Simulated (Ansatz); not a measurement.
## Ca

```xyz
4
Lattice="3.4630 -3.6695 0.0000 3.4630 3.6695 0.0000 0.0000 0.0000 7.0091" Properties=species:S:1:pos:R:3 pbc="T T T"
Ca    3.4630    2.4821    1.3774
Ca    3.4630   -2.4821    5.6317
Ca    3.4630    1.1874    4.8820
Ca    3.4630   -1.1874    2.1272
```

Atoms are numbered in the order listed.

Structure from Materials Project entry mp-1067285 (possibly hypothetical), not relaxed further.

These are results of DFT, PBE, all-electron LAPW, scalar-relativistic in Ansatz 0.2.0, not measurements.

The runs use a Γ-centred 7×7×5 k mesh, Fermi–Dirac smearing of 0.03 eV, basis error target 1 meV/atom, no spin polarisation.

```yaml
Pressure_at_this_cell: -1.9 kbar
Volume_per_atom: 44.53 Å³
```

(1) Give the computed value. Stress xx, yy, zz (compression positive).

(2) Give the computed value. Density of states at the Fermi level (0.2 eV bin).

(3) Band gap: what does the calculation give?

(4) Largest force: what does the calculation give?

Results:

(1) -0.06, -0.30, -0.20 GPa.

(2) 4.94 states/eV per cell.

(3) None at this level of theory (metallic, semimetallic, or a small gap that the functional closes).

(4) 0.035 eV/Å on Ca1.
